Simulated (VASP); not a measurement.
Data:

```
CELL_PARAMETERS angstrom
      0.00000     3.04248     3.04248
      3.04248     0.00000     3.04248
      3.04248     3.04248     0.00000
ATOMIC_POSITIONS crystal
  Zn 0.50000 0.50000 0.50000
  Te 0.25000 0.25000 0.25000
```

These are LDA (Ceperley-Alder, Perdew-Zunger), VASP's LDA PAW potentials (set 64) (plane waves; VASP 6.6.1) values and carry that method's errors. Numerical set-up: 300 eV cut-off, 6×6×6 Γ-centred mesh, Gaussian smearing of 0.020 eV, potentials Zn Te.

At this cut-off the stress carries a Pulay error, which pulls relaxed volumes low. Unless said otherwise, spin-orbit coupling is left out, though it shifts the bands of the heavy elements here.

Problem. What does the run give for the energy per atom (σ→0), pressure, band gap (on the k-mesh) with the smallest direct gap where there is one?

Solution. 
* **band gap (on the k-mesh)**: 1.09 eV
* **smallest direct gap (on the k-mesh)**: 1.09 eV
* **energy per atom (σ→0)**: -3.226 eV/atom
* **pressure**: -2.08 GPa

Total energies compare only between runs with the same potentials, cut-off and functional.

The structure comes from a computed database's ZnTe entry; how it stands against other phases isn't given here. The cell was not relaxed at this level.
